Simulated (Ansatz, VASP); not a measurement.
# BN (Qingsongite): VASP beside Ansatz, part 2 of 2

Wanted: the spread between two codes on one cell, functional and k mesh.

VASP 6.6.1 and Ansatz 0.2.0.

So far. Step 4 (Comparison): The walks stopped with -0.01 GPa left in Ansatz and 0.01 GPa in VASP; each walk ends within a tolerance, so the volume difference is uncertain by about these residues over the bulk modulus, most in soft cells.

## (5) VASP: relaxation of cell and atoms, PBE with D4

Level of this step: PBE with D4; plane waves and PAW (B, N) (VASP).

The relaxed volume is the usual yardstick between codes: its relative difference is about their pressure difference at one cell divided by the bulk modulus.

INCAR

```
SYSTEM = BN
PREC = Accurate
ENCUT = 560
EDIFF = 1E-06
NELM = 100
ISMEAR = -1
SIGMA = 0.05
LREAL = .FALSE.
ALGO = Normal
GGA = PE
IVDW = 13
NBANDS = 10
LORBIT = 11
LWAVE = .FALSE.
LCHARG = .FALSE.
KPAR = 2
IBRION = 2
NSW = 60
ISIF = 3
EDIFFG = -0.01
```

POSCAR

```
BN
1.0
    0.0000000000      1.8075000000      1.8075000000
    1.8075000000      0.0000000000      1.8075000000
    1.8075000000      1.8075000000      0.0000000000
B N
1 1
Direct
    0.0000000000      0.0000000000      0.0000000000
    0.2500000000      0.2500000000      0.2500000000
```

KPOINTS

```
Automatic mesh
0
Gamma
11 11 11
0 0 0
```

Potentials, in the order of the species: B and N (PBE family, release 64).

Started as:

```
mpirun -np 2 vasp_std
```

Numbers of over 12 decimals in the logs are rounded to 6 here.

Output:

```text
[... set-up lines as in an earlier step ...]
 entering main loop
       N       E                     dE             d eps       ncg     rms          rms(c)
[... 12 cycles as in an earlier step ...]
   1 F= -.17927755E+02 E0= -.17927755E+02  d E =-.179278E+02
[...]
N       E                     dE             d eps       ncg     rms          rms(c)
DAV:   1    -0.174485335607E+02    0.26764E-02   -0.82173E-02  1200   0.249E+00    0.384E-01
DAV:   2    -0.174459112948E+02    0.26223E-02   -0.10796E-02  1248   0.734E-01    0.108E-01
DAV:   3    -0.174457904944E+02    0.12080E-03   -0.36987E-04  1172   0.170E-01    0.426E-02
DAV:   4    -0.174457534135E+02    0.37081E-04   -0.46204E-05  1240   0.558E-02    0.120E-02
DAV:   5    -0.174457530091E+02    0.40441E-06   -0.25834E-06   974   0.122E-02
   2 F= -.17927727E+02 E0= -.17927727E+02  d E =0.274983E-04
 trial-energy change:    0.000027  1 .order    0.000054   -0.002356    0.002465
 step:   0.4971(harm=  0.4887)  dis= 0.00000  next Energy=   -17.928344 (dE=-0.589E-03)
[...]
N       E                     dE             d eps       ncg     rms          rms(c)
DAV:   1    -0.174498186583E+02   -0.40652E-02   -0.20672E-02  1194   0.124E+00    0.193E-01
DAV:   2    -0.174491503980E+02    0.66826E-03   -0.27703E-03  1254   0.370E-01    0.538E-02
DAV:   3    -0.174491190535E+02    0.31344E-04   -0.91148E-05  1180   0.848E-02    0.214E-02
DAV:   4    -0.174491084976E+02    0.10556E-04   -0.11752E-05  1238   0.280E-02    0.599E-03
DAV:   5    -0.174491080688E+02    0.42873E-06   -0.63410E-07   606   0.606E-03
   3 F= -.17928347E+02 E0= -.17928347E+02  d E =-.592309E-03
[...]
reached required accuracy - stopping structural energy minimisation
```

From OUTCAR (step 5):

```text
  Edisp (eV):   -0.47924

  Total       0.00045     0.00045     0.00045     0.00000     0.00000     0.00000
  in kB       0.06144     0.06144     0.06144     0.00000     0.00000     0.00000
  external pressure =        0.06 kB  Pullay stress =        0.00 kB

 POSITION                                       TOTAL-FORCE (eV/Angst)
 -----------------------------------------------------------------------------------
      0.00000     -0.00000      0.00000         0.000000     -0.000000      0.000000
      0.90179      0.90179      0.90179        -0.000000      0.000000     -0.000000
 -----------------------------------------------------------------------------------
    total drift:                                0.000000      0.000000      0.000000

  FREE ENERGIE OF THE ION-ELECTRON SYSTEM (eV)
  ---------------------------------------------------
  free  energy   TOTEN  =       -17.9283471032 eV

  energy  without entropy=      -17.9283471032  energy(sigma->0) =      -17.92834710

[... 2 parts as in an earlier step ...]

[... 2 further parts left out ...]
[key lines of the parts left out:]
E-fermi :   8.4303
```

## (6) Ansatz: relaxation of cell and atoms, PBE with D4

The same cell, functional, mesh and smearing now go to Ansatz, which takes its cutoff from its data sets.

input.yaml

```yaml
crystal:
  lattice:
    - [0.0, 1.8075, 1.8075]
    - [1.8075, 0.0, 1.8075]
    - [1.8075, 1.8075, 0.0]
  atoms:
    - { symbol: B, position: [0.0, 0.0, 0.0] }
    - { symbol: "N", position: [0.25, 0.25, 0.25] }
hamiltonian:
  xc: pbe
  pseudopotentials: { kind: paw }
  dispersion: d4
kpoints:
  mp_grid: { grid: [11, 11, 11] }
scf:
  occupations: { method: fermi_dirac, width: 0.05 }
relax:
  f_tol: 0.01
  max_steps: 60
  cell: { stress_tol: 0.05 }
output:
  forces: true
  stress: true
  write_density: true
  write_potential: true
  elf: true
  volumetric_format: npy
```

Started as:

```
ansatz run input.yaml --threads 4 --pin off --max-ram 9216MiB --backend cpu --events-out ev --progress --plain --runs-dir out
```

Output:

```text
[...]
Crystal: 2 atoms, lattice volume = 11.810 Å³
Basis set: ecut = 420 eV, 259 PW (Γ), exchange–correlation on 36×36×36 points (8 copies of the dense FFT grid, shifted against one another)
Bands: 8, of which v1, the nominal top of the filled ones, is band 4 counted from 1 (3 counted from 0)
Symmetry: 24 space group operations
[...]
k-points: 56 of 1331 (time reversal used)
[...]
0.000000       0.000000      -0.001162
  P = ⅓ Tr σ = -0.0012 GPa (-0.012 kbar)
--- Band table (eV; the first three rows and the last of 56) ---
[...]
--- Relaxed structure (4 steps of the walk, 4 accepted, 2 SCFs on fresh bases) ---
[...]
cell:  # Å, volume = 11.7303 Å³
    - [0, 1.803402, 1.803402]
    - [1.803402, 0, 1.803402]
    - [1.803402, 1.803402, 0]
  atoms:
    - { symbol: B, position: [0, 0, 0] }
    - { symbol: N, position: [0.25, 0.25, 0.25] }
[key lines of the parts left out:]
SCF converged after 4 iterations
Free energy (F): -542.752284 eV
Fermi energy:    13.566926 eV
```

Run time: 3.7 s. Hardware: 4 threads of Arm Neoverse V1, shared host; peak memory 0.3 GiB; 13 s of CPU time.

## (7) Side by side

Compared:

```
                                         quantity  Ansatz   VASP  difference
                                      volume (Å³)   11.73  11.73     -0.03 %
edge a after relaxation, in the typed setting (Å)   2.550  2.551     -0.01 %
```

The walks stopped with 0.00 GPa left in Ansatz and 0.01 GPa in VASP; each walk ends within a tolerance, so the volume difference is uncertain by about these residues over the bulk modulus, most in soft cells.

## (8) What came out

| Quantity | Value |
| --- | --- |
| difference in volume (relaxation of cell and atoms, PBE with D3(BJ)) | -0.032 % |
| difference in volume (relaxation of cell and atoms, PBE with D4) | -0.031 % |

**Reading.** The difference in volume is -0.032 % (relaxation of cell and atoms, PBE with D3(BJ)), within the 1.2 % picked in this series as the mark of a large difference, as far as the stopping tolerances let one tell. Such differences can come from data sets, numerical settings and the points named under the comparisons, not from the functional's error against experiment.

[Lines on the potential files, build, host, timing and source positions are cut from VASP's logs without a mark.]

[Logs are printed without paths, hosts, clocks, repeated set-up lines and the standing remarks that a program may print on its own settings, such as how far it seeks lower states.]

[Hosts, paths, dates, database ids (printed as entryN), source tags and the programs' standing remarks are cut or masked in the printed files.]
